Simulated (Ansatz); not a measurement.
AgBr, one cell by several methods

```
Ag Br
1.0
     0.00000    2.92045    2.92045
     2.92045    0.00000    2.92045
     2.92045    2.92045    0.00000
Ag Br
1 1
Direct
  0.00000 0.00000 0.00000
  0.50000 0.50000 0.50000
```

Atom numbers follow the list: Ag1, Br2.

The cell was built from the rocksalt type and relaxed in the same program, and has space group Fm-3m; it needn't be a known or the stable phase.

Levels of theory: DFT, PBE, PAW with Ansatz's default frozen-core files, scalar-relativistic (Ansatz 0.2.0); DFT, PBE, all-electron LAPW, scalar-relativistic (Ansatz 0.2.0).

For PAW: a Γ-centred 13×13×13 k mesh, Fermi–Dirac smearing of 0.03 eV, cutoff 420 eV, no spin polarisation. LAPW targets a basis error of 0.25 meV/atom. The Ansatz runs share mesh, smearing and spin set-up. Plane-wave (PAW) pressures include the program's estimate of the Pulay term.

Stress and pressure are positive in compression.

Levels count from the top of the valence band.

PAW results:

```tsv
quantity	PAW
pressure (GPa)	0.00
band gap (eV)	0.688
highest filled level at K (eV)	-1.095
lowest empty level at K (eV)	3.000
highest filled level at Γ (eV)	-1.750
lowest empty level at Γ (eV)	0.688
highest filled level at U (eV)	-1.095
lowest empty level at U (eV)	3.000
```

Problem. What does LAPW (all electrons) give for the same quantities?

Solution. 
```tsv
quantity	LAPW
pressure (GPa)	0.00
band gap (eV)	0.689
highest filled level at K (eV)	-1.095
lowest empty level at K (eV)	3.002
highest filled level at Γ (eV)	-1.750
lowest empty level at Γ (eV)	0.689
highest filled level at U (eV)	-1.095
lowest empty level at U (eV)	3.002
```
